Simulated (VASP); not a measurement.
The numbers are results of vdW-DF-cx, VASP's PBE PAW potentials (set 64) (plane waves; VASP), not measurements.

VASP input:

### INCAR
```
# general
SYSTEM   = MgF2
PREC     = Accurate
ENCUT    = 520   # plane-wave cut-off (eV)
LREAL    = .False.   # projection in real space or not
LASPH    = .True.

# electronic loop
EDIFF    = 1E-7   # SCF stop (eV)
NELM     = 100   # most electronic steps
ALGO     = Normal   # blocked Davidson

# smearing
ISMEAR   = -5   # tetrahedra, Bloechl

# functional
GGA      = CX
LUSE_VDW = .True.
AGGAC    = 0.0

# ions
ISIF     = 2   # forces and stress, cell fixed

# output
LWAVE    = .False.
LCHARG   = .True.
LORBIT   = 11
NEDOS    = 601

# other
LEFG     = .True.
```

### POSCAR
```
MgF2
1
    4.6484409281     0.0000000000     0.0000000000
    0.0000000000     4.6484409281     0.0000000000
    0.0000000000     0.0000000000     3.0724080868
Mg F
2 4
Direct
  0.0000000000   1.0000000000   0.0000000000
  0.5000000000   0.5000000000   0.5000000000
  0.3028076595   0.3028076595   0.0000000000
  0.8028076595   0.1971923405   0.5000000000
  0.1971923405   0.8028076595   0.5000000000
  0.6971923405   0.6971923405   1.0000000000
```

File KPOINTS:
```
Automatic mesh
0
Gamma
6 6 8
0 0 0
```

POTCAR, in this order: Mg F (PBE.64 set). Program: vasp_std.

What VASP printed:

OSZICAR:
```
       N       E                     dE             d eps       ncg     rms          rms(c)
DAV:   1     0.211042477672E+03    0.21104E+03   -0.18308E+04  2104   0.150E+03
DAV:   2    -0.140413600813E+02   -0.22508E+03   -0.21994E+03  2624   0.340E+02
DAV:   3    -0.235569830057E+02   -0.95156E+01   -0.94942E+01  2344   0.722E+01
DAV:   4    -0.236185594025E+02   -0.61576E-01   -0.61563E-01  2284   0.669E+00
DAV:   5    -0.236189316081E+02   -0.37221E-03   -0.37219E-03  2288   0.528E-01    0.952E+00
DAV:   6    -0.212512433215E+02    0.23677E+01   -0.10076E+01  2268   0.242E+01    0.301E+00
DAV:   7    -0.212844373355E+02   -0.33194E-01   -0.11312E-01  2136   0.250E+00    0.187E+00
DAV:   8    -0.213328236745E+02   -0.48386E-01   -0.63993E-02  2152   0.290E+00    0.195E-01
DAV:   9    -0.213343686308E+02   -0.15450E-02   -0.55184E-03  2336   0.563E-01    0.796E-02
DAV:  10    -0.213346609732E+02   -0.29234E-03   -0.37505E-04  2160   0.167E-01    0.203E-02
DAV:  11    -0.213346674591E+02   -0.64859E-05   -0.10595E-04  2292   0.821E-02    0.168E-02
DAV:  12    -0.213346656787E+02    0.17804E-05   -0.41507E-05  2224   0.508E-02    0.338E-03
DAV:  13    -0.213346655436E+02    0.13503E-06   -0.12947E-06  2232   0.945E-03    0.333E-04
DAV:  14    -0.213346655542E+02   -0.10554E-07   -0.15415E-08  1340   0.112E-03
   1 F= -.21334666E+02 E0= -.21334666E+02  d E =0.000000E+00
```

OUTCAR:
```
------------------------ aborting loop because EDIFF is reached ----------------------------------------
  FORCE on cell =-STRESS in cart. coord.  units (eV):
  Direction    XX          YY          ZZ          XY          YZ          ZX
  --------------------------------------------------------------------------------------
  Total        0.0034029      0.0034029     -0.0480137      0.0000000      0.0000000      0.0000000
  in kB        0.0821225      0.0821225     -1.1587296      0.0000000      0.0000000      0.0000000
  external PRESSURE =      -0.3314949 kB  Pullay stress =       0.0000000 kB
  volume of cell :       66.39
      direct lattice vectors                 reciprocal lattice vectors
     4.648440928  0.000000000  0.000000000     0.215125892  0.000000000  0.000000000
     0.000000000  4.648440928  0.000000000     0.000000000  0.215125892  0.000000000
     0.000000000  0.000000000  3.072408087     0.000000000  0.000000000  0.325477597
 POSITION                                       TOTAL-FORCE (eV/Angst)
 -----------------------------------------------------------------------------------
      0.00000      0.00000      0.00000         0.000000      0.000000      0.000000
      2.32422      2.32422      1.53620         0.000000      0.000000      0.000000
      1.40758      1.40758      0.00000         0.013255      0.013255      0.000000
      3.73180      0.91664      1.53620         0.013255     -0.013255      0.000000
      0.91664      3.73180      1.53620        -0.013255      0.013255      0.000000
      3.24086      3.24086      0.00000        -0.013255     -0.013255      0.000000
 -----------------------------------------------------------------------------------
    total drift:                                0.000000      0.000000     -0.000000
  FREE ENERGIE OF THE ION-ELECTRON SYSTEM (eV)
  ---------------------------------------------------
  free  energy   TOTEN  =       -21.3346655542 eV

  energy  without entropy=      -21.3346655542  energy(sigma->0) =      -21.33466555

 total charge

# of ion       s       p       d       tot
------------------------------------------
    1        0.119   0.151   0.073   0.343
    2        0.119   0.151   0.073   0.343
    3        1.726   4.425   0.000   6.151
    4        1.726   4.425   0.000   6.151
    5        1.726   4.425   0.000   6.151
    6        1.726   4.425   0.000   6.151
--------------------------------------------------
tot          7.142  18.001   0.146  25.289

 Electric field gradients after diagonalization (V/A^2)
 (convention: |V_zz| > |V_xx| > |V_yy|)
----------------------------------------------------------------------
 ion       V_xx      V_yy      V_zz     asymmetry (V_yy - V_xx)/ V_zz
----------------------------------------------------------------------
   1      -4.483    -2.026     6.509       0.377
   2      -4.483    -2.026     6.509       0.377
   3      31.836    16.178   -48.013       0.326
   4      31.836    16.178   -48.013       0.326
   5      31.836    16.178   -48.013       0.326
   6      31.836    16.178   -48.013       0.326
```
(Selected blocks of OUTCAR.)

**OUTCAR**
```
 val. band max:       -1.3836247985   @ k =   0.0000   0.0000   0.0000

 cond. band min:       5.7456196720   @ k =   0.0000   0.0000   0.0000


 Fermi energy:        -1.3696543905

 k-point     1 :       0.0000    0.0000    0.0000
  band No.  band energies     occupation
      1     -21.9373      2.00000
      2     -21.1566      2.00000
      3     -21.1566      2.00000
      4     -21.0638      2.00000
      5      -5.3700      2.00000
      6      -3.8168      2.00000
      7      -3.4368      2.00000
      8      -3.4368      2.00000
      9      -3.2613      2.00000
     10      -3.2167      2.00000
     11      -2.5876      2.00000
     12      -2.5876      2.00000
     13      -2.1029      2.00000
     14      -1.7005      2.00000
     15      -1.7005      2.00000
     16      -1.3836      2.00000
     17       5.7456      0.00000
     18      10.8328      0.00000
     19      10.8328      0.00000
     20      12.3679      0.00000

 k-point     2 :       0.1667    0.0000    0.0000
  band No.  band energies     occupation
      1     -21.8936      2.00000
      2     -21.2407      2.00000
      3     -21.1443      2.00000
      4     -21.0415      2.00000
      5      -5.2696      2.00000
      6      -3.7821      2.00000
      7      -3.7742      2.00000
      8      -3.2882      2.00000
      9      -3.2197      2.00000
     10      -2.9541      2.00000
     11      -2.6369      2.00000
     12      -2.5557      2.00000
     13      -2.1355      2.00000
     14      -1.9353      2.00000
     15      -1.7203      2.00000
     16      -1.4500      2.00000
     17       6.0862      0.00000
     18      10.3403      0.00000
     19      11.0121      0.00000
     20      12.4677      0.00000

 k-point     3 :       0.3333    0.0000    0.0000
  band No.  band energies     occupation
      1     -21.7717      2.00000
      2     -21.4056      2.00000
      3     -21.1118      2.00000
      4     -21.0418      2.00000
      5      -5.0033      2.00000
...
```

The compound is MgF2 in the rutile structure. It was relaxed first.
